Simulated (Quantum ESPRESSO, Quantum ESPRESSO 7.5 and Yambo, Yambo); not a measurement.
**Quasiparticle gap of AgBr (Fm-3m) in Yambo**

How does a plane-wave GW calculation on AgBr (Fm-3m) run from the first input to the gap?

Calculated with Quantum ESPRESSO 7.5 and Yambo 5.3.0; PBE and many-body steps on it, plane waves.

Most raw output is cut from this account.

The database entry behind the starting cell differs from later determinations by our own check (about 0.6 % short of the room-temperature cell), so it need not match the best structure at ambient conditions.

## 1. The structure

It takes space group Fm-3m (No. 225, cubic). Conventional cell: a = 5.740 Å, b = 5.740 Å, c = 5.740 Å, α = 90.00°, β = 90.00°, γ = 90.00°. Nearest to Ag lie 6 Br at 2.87 Å. Nearest to Br lie 6 Ag at 2.87 Å. Farther neighbours and most contacts between anions are not listed.

The cell and positions come from the Crystallography Open Database and are kept as given unless a step says otherwise.

## 2. Ground state

This step: Quantum ESPRESSO 7.5; DFT, PBE, plane waves, norm-conserving pseudopotentials.

The ground-state density comes first.

The input, pw.in:

```
&control
  calculation = 'scf'
  prefix = 'x'
  outdir = 'o'
  pseudo_dir = 'pseudo'
/
&system
  ibrav = 0
  nat = 2
  ntyp = 2
  ecutwfc = 74.0
  nbnd = 18
  force_symmorphic = .true.
/
&electrons
  conv_thr = 1e-10
  electron_maxstep = 80
  mixing_beta = 0.5
/
ATOMIC_SPECIES
  Ag 107.87 Ag.upf
  Br 79.904 Br.upf
CELL_PARAMETERS angstrom
  -0.0000000000 2.8701500000 2.8701500000
  2.8701500000 0.0000000000 2.8701500000
  2.8701500000 2.8701500000 0.0000000000
ATOMIC_POSITIONS crystal
  Ag 0.0000000000 0.0000000000 0.0000000000
  Br 0.5000000000 0.5000000000 0.5000000000
K_POINTS automatic
  6 6 6 0 0 0
```

Command:

```sh
OMP_NUM_THREADS=1 mpirun -n 4 pw.x -nk 4 -in pw.in > pw.out
```

It took 5.3 s on 4 MPI ranks of Arm Neoverse V1, shared host; peak memory 0.25 GiB; 21 s of CPU time.

Numbers from this step:

| Item | Value |
| --- | --- |
| total energy | -4647.0088 eV |
| gap | 0.6722 eV |
| k of the valence top | 0, 0, -0.5 |
| k of the conduction bottom | 0, 0, 0 |
| least direct gap | 2.604 eV |

The gap is indirect, with the least direct gap 1.93 eV higher.

## 3. Bands along the symmetry lines

Levels along a band path, at the cheap level, show where the edges lie and whether the meshes to come will hold them.

The input, pw.in:

```
&control
  calculation = 'bands'
  prefix = 'x'
  outdir = 'o'
  pseudo_dir = 'pseudo'
/
&system
  ibrav = 0
  nat = 2
  ntyp = 2
  ecutwfc = 74.0
  nbnd = 19
  force_symmorphic = .true.
/
&electrons
  conv_thr = 1e-9
  electron_maxstep = 80
  diago_full_acc = .true.
  diago_thr_init = 5e-6
/
ATOMIC_SPECIES
  Ag 107.87 Ag.upf
  Br 79.904 Br.upf
CELL_PARAMETERS angstrom
  -0.0000000000 2.8701500000 2.8701500000
  2.8701500000 0.0000000000 2.8701500000
  2.8701500000 2.8701500000 0.0000000000
ATOMIC_POSITIONS crystal
  Ag 0.0000000000 0.0000000000 0.0000000000
  Br 0.5000000000 0.5000000000 0.5000000000
K_POINTS crystal
  50
  0.00000000 0.00000000 0.00000000 1
  0.06250000 0.00000000 0.06250000 1
  0.12500000 0.00000000 0.12500000 1
  0.18750000 0.00000000 0.18750000 1
  0.25000000 0.00000000 0.25000000 1
  0.31250000 0.00000000 0.31250000 1
  0.37500000 0.00000000 0.37500000 1
  0.43750000 0.00000000 0.43750000 1
  0.50000000 0.00000000 0.50000000 1
  0.51562500 0.03125000 0.51562500 1
  0.53125000 0.06250000 0.53125000 1
  0.54687500 0.09375000 0.54687500 1
  0.56250000 0.12500000 0.56250000 1
  0.57812500 0.15625000 0.57812500 1
  0.59375000 0.18750000 0.59375000 1
  0.60937500 0.21875000 0.60937500 1
  0.62500000 0.25000000 0.62500000 1
  0.37500000 0.37500000 0.75000000 1
  0.32812500 0.32812500 0.65625000 1
  0.28125000 0.28125000 0.56250000 1
  0.23437500 0.23437500 0.46875000 1
  0.18750000 0.18750000 0.37500000 1
  0.14062500 0.14062500 0.28125000 1
  0.09375000 0.09375000 0.18750000 1
  0.04687500 0.04687500 0.09375000 1
  0.00000000 0.00000000 0.00000000 1
  0.06250000 0.06250000 0.06250000 1
  0.12500000 0.12500000 0.12500000 1
  0.18750000 0.18750000 0.18750000 1
  0.25000000 0.25000000 0.25000000 1
  0.31250000 0.31250000 0.31250000 1
  0.37500000 0.37500000 0.37500000 1
  0.43750000 0.43750000 0.43750000 1
  0.50000000 0.50000000 0.50000000 1
  0.50000000 0.46875000 0.53125000 1
  0.50000000 0.43750000 0.56250000 1
  0.50000000 0.40625000 0.59375000 1
  0.50000000 0.37500000 0.62500000 1
  0.50000000 0.34375000 0.65625000 1
  0.50000000 0.31250000 0.68750000 1
  0.50000000 0.28125000 0.71875000 1
  0.50000000 0.25000000 0.75000000 1
  0.50000000 0.21875000 0.71875000 1
  0.50000000 0.18750000 0.68750000 1
  0.50000000 0.15625000 0.65625000 1
  0.50000000 0.12500000 0.62500000 1
  0.50000000 0.09375000 0.59375000 1
  0.50000000 0.06250000 0.56250000 1
  0.50000000 0.03125000 0.53125000 1
  0.50000000 0.00000000 0.50000000 1
```

The job ended after 4.8 s (4 MPI ranks; peak memory 0.22 GiB).

Numbers from this step:

```
gap                        : 0.6721 eV
k of the valence top       : 0.5, 0.5, 0.5
k of the conduction bottom : 0, 0, 0
least direct gap           : 2.604 eV
```

The gap is 0.672 eV, as in the run before at this level.

Electronic bands along the path, in eV, zero at the top of the highest filled band:

| point | band 10 | band 11 | band 12 | band 13 | band 14 | band 15 | band 16 | band 17 |
| --- | --- | --- | --- | --- | --- | --- | --- | --- |
| Γ | -2.80 | -1.93 | -1.93 | -1.93 | 0.67 | 9.93 | 9.93 | 9.93 |
| halfway | -2.72 | -1.86 | -1.86 | -1.64 | 3.28 | 6.69 | 7.83 | 9.50 |
| X | -2.64 | -2.39 | -2.39 | -2.28 | 1.60 | 7.06 | 9.07 | 11.06 |
| halfway | -2.40 | -2.34 | -2.13 | -1.99 | 2.02 | 7.07 | 8.81 | 10.41 |
| U | -2.44 | -2.22 | -2.02 | -1.21 | 2.97 | 6.84 | 8.24 | 9.19 |
| jump to K | -2.44 | -2.22 | -2.02 | -1.21 | 2.97 | 6.84 | 8.24 | 9.19 |
| halfway | -2.56 | -2.06 | -1.79 | -0.21 | 3.79 | 6.49 | 7.48 | 7.82 |
| Γ | -2.80 | -1.93 | -1.93 | -1.93 | 0.67 | 9.93 | 9.93 | 9.93 |
| halfway | -2.65 | -2.31 | -0.77 | -0.77 | 2.88 | 7.17 | 8.24 | 8.24 |
| L | -2.49 | -2.15 | 0.00 | 0.00 | 3.74 | 6.59 | 6.77 | 6.77 |
| halfway | -2.48 | -2.20 | -1.20 | -0.61 | 4.50 | 5.25 | 7.84 | 7.93 |
| W | -2.37 | -2.29 | -2.29 | -1.53 | 3.79 | 7.15 | 7.68 | 7.68 |
| halfway | -2.39 | -2.38 | -2.33 | -1.77 | 2.46 | 7.16 | 8.58 | 9.12 |
| X | -2.64 | -2.39 | -2.39 | -2.28 | 1.60 | 7.06 | 9.07 | 11.06 |

## 4. Empty states on the mesh, 4×4×4 mesh, 136 bands

The sums over transitions need many empty states on a uniform mesh; this step solves for them.

The input, pw.in:

```
&control
  calculation = 'nscf'
  prefix = 'x'
  outdir = 'o'
  pseudo_dir = 'pseudo'
/
&system
  ibrav = 0
  nat = 2
  ntyp = 2
  ecutwfc = 74.0
  nbnd = 136
  force_symmorphic = .true.
/
&electrons
  conv_thr = 1e-9
  electron_maxstep = 80
  diago_full_acc = .true.
  diago_thr_init = 5e-6
/
ATOMIC_SPECIES
  Ag 107.87 Ag.upf
  Br 79.904 Br.upf
CELL_PARAMETERS angstrom
  -0.0000000000 2.8701500000 2.8701500000
  2.8701500000 0.0000000000 2.8701500000
  2.8701500000 2.8701500000 0.0000000000
ATOMIC_POSITIONS crystal
  Ag 0.0000000000 0.0000000000 0.0000000000
  Br 0.5000000000 0.5000000000 0.5000000000
K_POINTS automatic
  4 4 4 0 0 0
```

Elapsed: 9 s, on 4 MPI ranks; peak memory 0.36 GiB.

This step gave:

```
gap                                                           : 0.6721 eV
k of the valence top                                          : 0, 0, -0.5
k of the conduction bottom                                    : 0, 0, 0
least direct gap                                              : 2.604 eV
k points computed                                             : 8
lowest point of the top converged band, above the valence top : 99.5702 eV
```

On this mesh the gap is 0.672 eV.

## 5. Conversion and set-up

This step: Yambo 5.3.0; conversion and set-up on PBE, plane waves, norm-conserving pseudopotentials.

The states are converted to the many-body program's format and the q mesh is built.

Command:

```sh
(cd o/x.save; p2y > p2y.log; mv SAVE ../..); yambo > setup.log
```

It took 2.5 s on 1 MPI rank; peak memory 0.24 GiB.

## 6. Screening and self-energy, 4×4×4 mesh, 136 bands, screening to 142.9 eV

G0W0 replaces the xc potential by the self-energy, built once from these orbitals. Only a window of levels is corrected, while the sums run over the empty bands that the input names.

This step: G0W0 on PBE, plane waves, norm-conserving pseudopotentials.

The input, gw1.in:

```
HF_and_locXC
gw0
dyson
ppa
em1d
rim_cut
RandQpts= 1000000
RandGvec= 1 RL
EXXRLvcs= 74 Ry
VXCRLvcs= 296 Ry
Chimod= "HARTREE"
% BndsRnXp
 1 | 136 |
%
NGsBlkXp= 10.5 Ry
% LongDrXp
 1 | 1 | 1 |
%
% GbndRnge
 1 | 136 |
%
DysSolver= "n"
ExtendOut
PPAPntXp= 27.21138 eV
% QPkrange
 3 | 3 | 12 | 15 |
 1 | 1 | 12 | 15 |
%
```

Command:

```sh
OMP_NUM_THREADS=1 mpirun -n 4 yambo -F gw1.in -J gw1 -C gw1 > gw1.log
```

Run time: 80 s. Hardware: 4 MPI ranks; peak memory 1.6 GiB.

This step gave:

```
G0W0 gap on the points computed              : 1.629 eV
starting gap on the mesh                     : 0.6721 eV
k of the valence top                         : 0, 0, -0.5
k of the conduction bottom                   : 0, 0, 0
least direct G0W0 gap on the computed points : 3.756 eV
Z at the valence top                         : 0.8001
Z at the conduction bottom                   : 0.8273
```

The gap on the mesh goes from 0.67 eV to 1.63 eV, a correction of +0.96 eV.

Limits: finite bands, cutoff and mesh; d shell near the gap, gap tends to lie low; no spin-orbit coupling; coarse k mesh. v1 is the top filled band, c1 the lowest empty one. The levels before and after the correction (eV, zero at the valence-band top of each column):

|  | conduction bottom | valence top |
| --- | --- | --- |
| Kohn-Sham | 0.67 | 0.00 |
| G0W0 | 1.63 | 0.00 |

|  | level | energy (eV) |
| --- | --- | --- |
| Kohn-Sham | Γ v2-v1 | -1.932 |
| Kohn-Sham | Γ c1 | 0.672 |
| Kohn-Sham | Γ c2 | 9.927 |
| Kohn-Sham | (0 0 -0.5) v2-v1 | 0.000 |
| Kohn-Sham | (0 0 -0.5) c1 | 3.739 |
| Kohn-Sham | (0 0 -0.5) c2 | 6.595 |
| G0W0 | Γ v2-v1 | -2.128 |
| G0W0 | Γ c1 | 1.629 |
| G0W0 | Γ c2 | 11.053 |
| G0W0 | (0 0 -0.5) v2-v1 | 0.000 |
| G0W0 | (0 0 -0.5) c1 | 4.533 |
| G0W0 | (0 0 -0.5) c2 | 8.052 |

## 7. Where the time went

Times are wall times on the hardware named with each run, good to a factor of about two.

| step | time | share | memory (GiB) |
| --- | --- | --- | --- |
| ground state | 5.3 s | 5 % | 0.25 |
| bands along the symmetry lines | 4.8 s | 5 % | 0.22 |
| empty states on the mesh | 9 s | 9 % | 0.36 |
| conversion and set-up | 2.5 s | 2 % | 0.24 |
| screening and self-energy | 80 s | 79 % | 1.6 |

## 8. Results

```
PBE gap              : 0.67 eV, indirect
G0W0 gap on the mesh : 1.63 eV
GW settings          : 4×4×4 mesh, 136 bands, screening to 142.9 eV, Godby-Needs plasmon pole
known limits         : not at the basis limit; d shell near the gap, gap tends to lie low; no spin-orbit coupling; coarse k mesh
```

What this shows: G0W0 moves the gap on the mesh from 0.67 eV to 1.63 eV (+0.96 eV), with Z of 0.80 and 0.83 at the edges. Only 2 of the mesh's irreducible points were corrected, so a valley elsewhere could overtake. The dearest step here is «screening and self-energy». Bands and cutoff are finite, so the gap is not at the basis limit. The miss can reach some tenths of an eV and take either sign; the mesh is an error of its own. In the G0W0 run levels were corrected at 2 k points alone, so a gap called «on the mesh» is the least over those, and an edge elsewhere would be missed. The 4×4×4 mesh is coarse for this cell, which bears on the long-range parts of exchange and screening. A d shell, filled or nearly so, lies near the gap. One-shot GW converges very slowly in bands there, not always from below, and on a semilocal start the gap tends to come out low; starts rich in exact exchange can overshoot instead. The many-body steps are scalar-relativistic: spin-orbit coupling is not in them.

[Paths, hosts, dates, memory and timing lines, banners, echoed tables and standing remarks are left out of the program output.]

[Logs are printed without paths, hosts, clocks, repeated set-up lines and the standing remarks that a program may print on its own settings, such as how far it seeks lower states.]

[Runs of the session that timed out or met a known fault of the program may be left out.]

[Hosts, paths, dates, database ids (printed as entryN), source tags and the programs' standing remarks are cut or masked in the printed files.]
